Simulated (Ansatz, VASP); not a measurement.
# TaAgS3 in two plane-wave programs, part 2 of 2

Wanted: the spread between two codes on one cell, functional and k mesh. The cell is generated by rule, not measured, and may not be a known phase. The cell is taken from a series of runs on this material, whose earlier steps may have relaxed, scaled, displaced or heated it; both programs get it as it stands.

VASP 6.6.1 and Ansatz 0.2.0.

So far: The structure; VASP: relaxation of cell and atoms, PBE.

The structure was built from a prototype and need not be the compound's stable phase.

### Step 3. Ansatz: relaxation of cell and atoms, PBE

Level of this step: Ansatz beside VASP: Kohn-Sham DFT, plane waves, PBE (Ansatz).

Ansatz runs on its PAW soft_1 files.

The same cell, functional, mesh and smearing now go to Ansatz, which takes its cutoff from its data sets.

input.yaml reads:

```yaml
crystal:
  lattice:
    - [3.2293426424, 1.8644618439, 5.6320695898]
    - [-3.2293426424, 1.8644618439, 5.6320695898]
    - [0.0, -3.7289236878, 5.6320695898]
  atoms:
    - { symbol: Ag, position: [0.25, 0.25, 0.25] }
    - { symbol: Ag, position: [0.75, 0.75, 0.75] }
    - { symbol: Ta, position: [0.5, 0.5, 0.5] }
    - { symbol: Ta, position: [0.0, 0.0, 0.0] }
    - { symbol: S, position: [0.134947015, 0.75, 0.365052985] }
    - { symbol: S, position: [0.865052985, 0.25, 0.634947015] }
    - { symbol: S, position: [0.634947015, 0.865052985, 0.25] }
    - { symbol: S, position: [0.365052985, 0.134947015, 0.75] }
    - { symbol: S, position: [0.75, 0.365052985, 0.134947015] }
    - { symbol: S, position: [0.25, 0.634947015, 0.865052985] }
kpoints:
  mp_grid: { grid: [9, 9, 9] }
hamiltonian:
  xc: pbe
  pseudopotentials: { kind: paw, azcp: { folder: soft_1 } }
scf:
  occupations: { method: methfessel_paxton, width: 0.2 }
output:
  forces: true
  stress: true
  eigenvalues: true
relax:
  adjacent_minimum: "off"
  f_tol: 0.001
  max_steps: 60
  cell: { stress_tol: 0.01 }
```

Run with:

```
ansatz run input.yaml --threads 4 --pin off --max-ram 16384MiB --backend cpu --events-out ev --progress --plain --runs-dir out
```

Numbers of over 12 decimals in the logs are rounded to 6 here.

The log of the run:

```text
Engine: ansatz 0.2.0, aarch64-unknown-linux-gnu
Pseudopotentials: kind: paw
Pseudopotential: Ag, paw, valence charge 19, recommended cutoff 420 eV (normal), soft_1/Ag.paw.azcp
Pseudopotential: Ta, paw, valence charge 13, recommended cutoff 420 eV (normal), soft_1/Ta.paw.azcp
Pseudopotential: S, paw, valence charge 6, recommended cutoff 420 eV (normal), soft_1/S.paw.azcp
Functional definition: PBE
  parameter kappa = 0.804
  parameter beta = 0.066725
  exchange = pbe_x(kappa = kappa, mu = beta*pi^2/3)
  correlation = pbe_c(beta = beta)
Crystal: 10 atoms, lattice volume = 203.464 Å³
Basis set: ecut = 420 eV, 3979 PW (Γ), exchange–correlation on 96×96×96 points (8 copies of the dense FFT grid, shifted against one another)
Bands: 60, of which v1, the nominal top of the filled ones, is band 50 counted from 1 (49 counted from 0)
Symmetry: 12 space group operations
Space group: R-3c (ITA 167), of the structure as read, at distance tolerance 5.9e-5 Å
k-points: 85 of 729
Non-local potential: Ag, projectors of the file, l = 0: 3, l = 1: 2, l = 2: 2, l = 3: 1
Non-local potential: Ta, projectors of the file, l = 0: 3, l = 1: 2, l = 2: 2, l = 3: 1
Non-local potential: S, projectors of the file, l = 0: 2, l = 1: 2, l = 2: 1
PAW form: soft (Blöchl's): semilocal exchange-correlation on the pseudo side does not see the compensation charge
PAW one-centre angular grid: Ag, 590 points (default); XC on 64 Gauss nodes
PAW one-centre angular grid: Ta, 590 points (default); XC on 64 Gauss nodes
PAW one-centre angular grid: S, 110 points (default); XC on 64 Gauss nodes
Initial density: superposition of atomic densities (chi_scale 0.1, normalization cell, long waves kept (reshape's long-wave potential 0.00 eV rms))
Initial wavefunctions: pseudopotential atomic-orbital guess
Functional: x = pbe(κ = 0.804, μ = 0.219515), c = pbe(β = 0.066725)
SCF iter   1: F=—  HF=-40465.850909 eV  |F-HF|=—  |Δ(HF+E_count)|=         —  Δρ=3.13e-2  dr2=2.52e0  ethr=3.10e-3  ⟨swp⟩=6.3  Hψ=19405  notcnv=0
preconditioner: auto → Kerker (q_TF=auto, 2.424 Å⁻¹)  [metal: Δε(μ)=0.006 eV  Ē_g=6.992 eV  σ=0.200 eV  W_gap=0.03  n_scr=58 (ndim 8)  ℏωp=21.5 eV  f_vac=0.000  D(μ)=2.06/eV (n_scr^D=14)]
SCF iter   2: F=—  HF=-40465.562208 eV  |F-HF|=—  |Δ(HF+E_count)|=   2.89e-1  S|Δr|=    0.00e0  Δρ=1.91e-2  dr2=9.87e-1  ethr=2.52e-3  ⟨swp⟩=1.0  Hψ=5865  notcnv=0
SCF iter   3: F=—  HF=-40465.363576 eV  |F-HF|=—  |Δ(HF+E_count)|=   1.99e-1  S|Δr|=    0.00e0  Δρ=3.48e-3  dr2=3.87e-2  ethr=9.87e-4  ⟨swp⟩=2.2  Hψ=7108  notcnv=0  defer=2
SCF iter   4: F=—  HF=-40465.360632 eV  |F-HF|=—  |Δ(HF+E_count)|=   2.94e-3  S|Δr|=    0.00e0  Δρ=1.88e-3  dr2=6.35e-3  ethr=3.87e-5  ⟨swp⟩=2.0  Hψ=8662  notcnv=0  defer=244
SCF iter   5: F=—  HF=-40465.359891 eV  |F-HF|=—  |Δ(HF+E_count)|=   7.41e-4  S|Δr|=    0.00e0  Δρ=4.38e-4  dr2=6.87e-4  ethr=6.35e-6  ⟨swp⟩=2.0  Hψ=8740  notcnv=0  defer=244
SCF iter   6: F=—  HF=-40465.359992 eV  |F-HF|=—  |Δ(HF+E_count)|=   1.01e-4  S|Δr|=    0.00e0  Δρ=1.53e-4  dr2=5.34e-5  ethr=6.87e-7  ⟨swp⟩=2.9  Hψ=7886  notcnv=0  defer=244
SCF iter   7: F=—  HF=-40465.360048 eV  |F-HF|=—  |Δ(HF+E_count)|=   5.53e-5  S|Δr|=    0.00e0  Δρ=3.50e-5  dr2=2.48e-6  ethr=5.34e-8  ⟨swp⟩=2.0  Hψ=7175  notcnv=0  defer=244
SCF iter   8: F=-40465.360048 eV  HF=-40465.360048 eV  |F-HF|=5.93e-8  |Δ(HF+E_count)|=   6.17e-7  S|Δr|=    0.00e0  Δρ=5.99e-6  dr2=7.98e-8  ethr=1.00e-10  ⟨swp⟩=11.4  Hψ=28481  notcnv=0
SCF 1 converged in 8 iterations: F = -40465.360048 eV  dr2 = 7.98e-8
  greatest PAW one-centre occupation: 1.001 electrons in one spin orbital (limit 2), on the Ag atom at site 1 (counted from 0), in its partial waves of l = 0
relax step   1: F+E_penalty+E_count = -40465.36004830 eV  Δ(F+E_penalty+E_count) = +0.000e0 eV  max|allowed force component| = 1.982e-3 eV/Å  Δτ_max = 0.0000 Å  P = -0.011 GPa  Ω = 203.464 Å³  (8 SCF iters, dr2 threshold 1.00e-7 eV, accepted)
[...]
relax step   3: F+E_penalty+E_count = -40465.36006712 eV  Δ(F+E_penalty+E_count) = +2.386e-6 eV  max|allowed force component| = 2.042e-4 eV/Å  Δτ_max = 0.0002 Å  P = -0.000 GPa  Ω = 203.424 Å³  energy of the carried Pulay correction = +9.100e-6 eV  (4 SCF iters, dr2 threshold 9.88e-10 eV, accepted)
[...]
relax step   4: F+E_penalty+E_count = -40465.36006548 eV  Δ(F+E_penalty+E_count) = +1.639e-6 eV  max|allowed force component| = 2.033e-4 eV/Å  Δτ_max = 0.0000 Å  P = -0.000 GPa  Ω = 203.424 Å³  stress off target by 3.29e-3 GPa  SCF on the basis re-selected at this cell (its energy is not comparable with the rows above)  (6 SCF iters)
basis re-selected at this cell: Δ(F+E_penalty+E_count) = +1.639e-6 eV, ΔP = -0.000 GPa vs the last step (what re-selecting the basis moved, of the pressure what is left beyond the Pulay correction that the steps carried, after the strain that the cell walked since its last selection, with what the two solves' SCF thresholds leave and, on support functions, any second-order correction that the steps lacked; it is no m [...]
SCF converged after 6 iterations
Stability not checked: this state was not tested for a lower state beside it, because cold or Methfessel-Paxton smearing, or corrected tetrahedra, fill the levels in a way that the test cannot read (fill_not_monotonic; see scf.lower_state_search)
Free energy (F): -40465.360065 eV
Harris-Foulkes:  -40465.360065 eV  (|F-HF|=7.28e-12)
Internal energy: -40465.367851 eV  (E = F + TS)
E sigma→0 (E₀):  -40465.362012 eV
Entropy (-TS):   0.007785 eV (0.779 meV/atom)
Fermi energy:    9.122503 eV
--- Per-component energies (eV) ---
  E_band       = -1119.556561
  E_kinetic    = 2346.844144
  E_local      = -8717.579163  (includes V_loc(G=0)·N_el)
  E_nonlocal   = 250.402466
  E_hartree    = 3813.518764
  E_xc         = -1488.436184
  E_vxc        = -1358.610038  (∫ρ·V_xc dr)
  E_paw        = -28173.486853  (= ΣΔE_a)
  E_vpaw       = -1267.652368  (= ΣTr[D̂ρ^β])
  E_aug_tail   = 0.000946  (compensation charges beyond the density's cutoff)
  E_ewald      = -8496.631972
  E_smearing   = 0.007785  (= −TS)
  E_closure    = 0.000000  (closes the sum)
  Σ components = -40465.360065   (vs F -40465.360065, Δ=0.00e0)
--- Forces (eV/Å), atoms counted from 1 ---
  atom   1  Ag     0.00000000     0.00000000     0.00000000
  atom   2  Ag    -0.00000000    -0.00000000    -0.00000000
  atom   3  Ta     0.00000000     0.00000000     0.00000000
  atom   4  Ta    -0.00000000     0.00000000     0.00000000
  atom   5  S     -0.00010163    -0.00017603    -0.00000000
  atom   6  S      0.00010163     0.00017603    -0.00000000
  atom   7  S     -0.00020326     0.00000000    -0.00000000
  atom   8  S      0.00020326     0.00000000     0.00000000
  atom   9  S     -0.00010163     0.00017603     0.00000000
  atom  10  S      0.00010163    -0.00017603    -0.00000000
  max |Σ_I F_I| component: 1.04e-17 eV/Å
--- Stress (GPa, compression-positive) ---
        0.001189      -0.000000      -0.000000
       -0.000000       0.001189      -0.000000
       -0.000000      -0.000000      -0.003292
  P = ⅓ Tr σ = -0.0003 GPa (-0.003 kbar)
--- Band table (eV; the first three rows and the last of 85) ---
  k-point 0: bands = [... 46 lower, 8.9722, 8.9722, 8.9726, 8.9726, 9.1511, 9.2868, 9.2868, 10.6761, ... 6 higher]
  k-point 1: bands = [... 46 lower, 8.5726, 8.6557, 8.9717, 9.0902, 9.3980, 9.4486, 9.5366, 10.7734, ... 6 higher]
  k-point 2: bands = [... 46 lower, 8.3169, 8.3630, 8.8654, 9.0117, 9.6369, 9.7553, 9.8798, 10.9301, ... 6 higher]
  k-point 84: bands = [... 46 lower, 8.4791, 8.4969, 8.5832, 8.7196, 10.4711, 10.5089, 10.8450, 10.8564, ... 6 higher]
--- Relaxed structure (3 steps of the walk, 3 accepted, 1 SCFs on fresh bases) ---
  F+E_penalty+E_count = -40465.36006548 eV   max|allowed force component| = 2.033e-4 eV/Å   (the final SCF, on the basis selected at the relaxed cell)
  cell:  # Å, volume = 203.4240 Å³
    - [3.229676, 1.864654, 5.629810]
    - [-3.229676, 1.864654, 5.629810]
    - [0, -3.729309, 5.629810]
  atoms:
    - { symbol: Ag, position: [0.250000, 0.250000, 0.250000] }
    - { symbol: Ag, position: [0.750000, 0.750000, 0.750000] }
    - { symbol: Ta, position: [0.500000, 0.500000, 0.500000] }
    - { symbol: Ta, position: [0, 0, 0] }
    - { symbol: S, position: [0.134881, 0.75, 0.365119] }
    - { symbol: S, position: [0.865119, 0.250000, 0.634881] }
    - { symbol: S, position: [0.634881, 0.865119, 0.25] }
    - { symbol: S, position: [0.365119, 0.134881, 0.75] }
    - { symbol: S, position: [0.75, 0.365119, 0.134881] }
    - { symbol: S, position: [0.250000, 0.634881, 0.865119] }
```

Reading the cycles: dr2 is the Hartree energy of the density residual (eV), the measure of convergence; HF is the Harris–Foulkes estimate of the energy, which meets the free energy F at convergence.

### Step 4. Comparison

Known differences besides the potentials themselves: the data sets hold 100 valence electrons in Ansatz (on its PAW soft_1 files) and 80 in VASP; the cutoff is 420 eV in Ansatz and 500 eV in VASP; Ansatz adds a Pulay correction to the stress that steers its cell, VASP none. Total energies have different zeros and are not compared.

Compared:

```tsv
quantity	Ansatz	VASP	difference
volume (Å³)	203.42	203.29	+0.07 %
edge a after relaxation, in the typed setting (Å)	6.753	6.751	+0.03 %
```

### Step 5. Results

- difference in volume (relaxation of cell and atoms, PBE): 0.065 %

**Reading.** The difference in volume is 0.065 % (relaxation of cell and atoms, PBE), within the 1.2 % picked in this series as the mark of a large difference, as far as the stopping tolerances let one tell. The data sets hold unlike numbers of valence electrons (100 in Ansatz and 80 in VASP), so part of the differences comes from the potentials. 1 further run of this series is not shown here. How closely two codes agree says nothing of how well the functional describes the real material.

[Lines on the potential files, build, host, timing and source positions are cut from VASP's logs without a mark.]

[Logs are printed without paths, hosts, clocks, repeated set-up lines and the standing remarks that a program may print on its own settings, such as how far it seeks lower states.]

[Hosts, paths, dates, database ids (printed as entryN), source tags and the programs' standing remarks are cut or masked in the printed files.]
